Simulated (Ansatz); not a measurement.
Al2O3, 5 atoms in the cell. Symmetry: P-6m2, No. 187, hexagonal system. Conventional cell: a = 2.884 Å, b = 2.884 Å, c = 9.337 Å, α = 90.00°, β = 90.00°, γ = 120.00°. Al (site symmetry 3m) is surrounded by 3 O at 1.80 Å. O (site symmetry 3m) is surrounded by 3 Al at 1.80 Å. O (site symmetry -6m2) is surrounded by 6 Al at 2.18 Å. Measurements of this composition are mostly on another form, of space group No. 167.

- Program: Ansatz 0.2.0
- Task: relaxation of cell and atoms
- Functional: r2SCAN
- Dispersion: D4
- Potentials or basis: Ansatz PAW
- Cutoff: 500 eV (not typed: the program's choice for these potentials)
- k mesh: 11 × 11 × 3
- Occupations: fermi-dirac, width 0.05 eV
- Spin: no spin polarisation

Potentials or basis: Ansatz PAW.

Launch:

```sh
$ ansatz run input.yaml --threads 2 --pin off --max-ram 5632MiB --backend cpu --events-out ev --progress --plain --runs-dir out
```

Hardware: 2 threads of Arm Neoverse V2, on a shared host.

Q: How long does it take, and how much memory?

A: It took 76 s on 2 threads of Arm Neoverse V2, on a shared host, peak memory 0.53 GiB. Counts: scf iterations 104, plane waves 1275, k points 32, bands 17, ion steps 16.
